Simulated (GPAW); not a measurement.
**BN: relaxation of cell and atoms with PBE+D4**

BN:

```xyz
4
Lattice="2.4982 0.0000 0.0000 -1.2491 2.1635 0.0000 0.0000 0.0000 6.6357" Properties=species:S:1:pos:R:3 pbc="T T T"
N     1.2491    0.7212    1.6589
N     0.0000    1.4424    4.9768
B     1.2491    0.7212    4.9768
B     0.0000    1.4424    1.6589
```

```yaml
Program: GPAW 26.7.0
Task: relaxation of cell and atoms
Functional: PBE
Dispersion: D4
Potentials_or_basis: GPAW PAW data sets (gpaw-data 1.2.1)
Cutoff: 800 eV
Basis: pw
k_mesh: 9 × 9 × 3
Occupations: fermi-dirac, width 0.05 eV
Spin: no spin polarisation
Maxiter: 150
Optimizer: LBFGS
Fmax: 0.01 eV/Å
Max_steps: 60
```

The relaxed volume is 8.68 Å³/atom and the relaxed cell is a = 2.506 Å, b = 2.506 Å, c = 6.385 Å, α = 90.00°, β = 90.00°, γ = 120.00°. The space group after relaxing (to 0.05 Å) is P6_3/mmc (No. 194), the energy gained by relaxing is 0.3 meV/atom and the ionic steps are 8. The pressure after relaxing is -0.1 GPa. The largest force after relaxing is 0.007 eV/Å, the band gap on the k mesh is 4.39 eV, indirect (least direct gap 4.57 eV) and the dispersion energy per atom is -0.168 eV.

Forces in eV/Å, atoms in the order of the input:
```
N    0.002 -0.001 -0.004
N   -0.002  0.001  0.004
B    0.002 -0.001 -0.006
B   -0.002  0.001  0.006
```

Stress tensor (GPa, compression positive):
```
-0.17 -0.01  0.00
-0.01 -0.18  0.00
 0.00  0.00  0.03
```

The path:
| step | energy change (eV) | largest force (eV/Å) | pressure (GPa) | volume (Å³) |
| --- | --- | --- | --- | --- |
| 1 | 0.0000 | 0.0017 | 1.69 | 35.87 |
| 2 | -0.0011 | 0.0013 | 1.23 | 35.90 |
| 3 | -0.0035 | 0.0016 | -0.58 | 36.04 |
| 4 | -0.0036 | 0.0011 | -0.63 | 36.03 |
| 5 | -0.0036 | 0.0222 | -1.58 | 35.65 |
| 6 | -0.0028 | 0.0286 | -1.53 | 35.23 |
| 7 | -0.0013 | 0.0169 | -0.67 | 34.79 |
| 8 | -0.0011 | 0.0066 | -0.10 | 34.72 |

Final structure:
```
N B
1.0
     2.50582    0.00001    0.00000
    -1.25290    2.17011    0.00000
     0.00000    0.00000    6.38521
N B
2 2
Direct
  0.66666 0.33334 0.24983
  0.33334 0.66666 0.75017
  0.66666 0.33334 0.75022
  0.33334 0.66666 0.24978
```

Levels at points of the mesh, in eV from the valence-band top:
| k point | band 5 | band 6 | band 7 | band 8 | band 9 | band 10 | band 11 | band 12 |
| --- | --- | --- | --- | --- | --- | --- | --- | --- |
| (0.00, 0.00, 0.00) | -1.30 | -1.30 | -1.25 | -1.25 | 5.58 | 10.80 | 11.56 | 11.56 |

Wall time 5.4 min on 1 thread of Arm Neoverse V1 (shared host), peak memory 0.3 GiB.

Caveat: later steps reuse the first step's grids; an odd mesh through Γ misses points on the zone boundary, where band edges often lie.
